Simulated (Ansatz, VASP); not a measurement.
## C in VASP and in Ansatz

```xyz
4
Lattice="2.4839 0.0000 0.0000 -1.2420 2.1511 0.0000 0.0000 0.0000 4.0945" Properties=species:S:1:pos:R:3 pbc="T T T"
C     0.0000    1.4341   -0.0010
C     1.2420    0.7170    2.0463
C     0.0000    1.4341    1.5323
C     1.2420    0.7170    3.5796
```

Change from the starting cell: strained cell.

Alike in both runs: functional LDA; k mesh 9 × 9 × 6; occupations gaussian, width 0.02 eV; no spin polarisation.

Ansatz relaxed the structure, and its values are those at the end. VASP's run is a single point on that final structure, the one shown.

|  | VASP | Ansatz |
| --- | --- | --- |
| version | VASP 6.6.1 | Ansatz 0.2.0 |
| potentials or method | VASP PAW LDA potentials, release 64 (C) | scalar-relativistic, plane waves, PAW |
| plane-wave cutoff (eV) | 520 | 420 |
| valence electrons in the cell | 16 | 16 |

```tsv
	VASP	Ansatz	Ansatz less VASP
gap on the k mesh at the Fermi level (eV)	3.00	3.02	+0.023
least direct gap on the mesh (eV)	4.86	4.86	+0.005
pressure (GPa)	6.4	4.6	-1.80
```

Ansatz warned: «pseudo_functional_mismatch».

Caveats: an odd mesh through Γ misses points on the zone boundary, where band edges often lie.
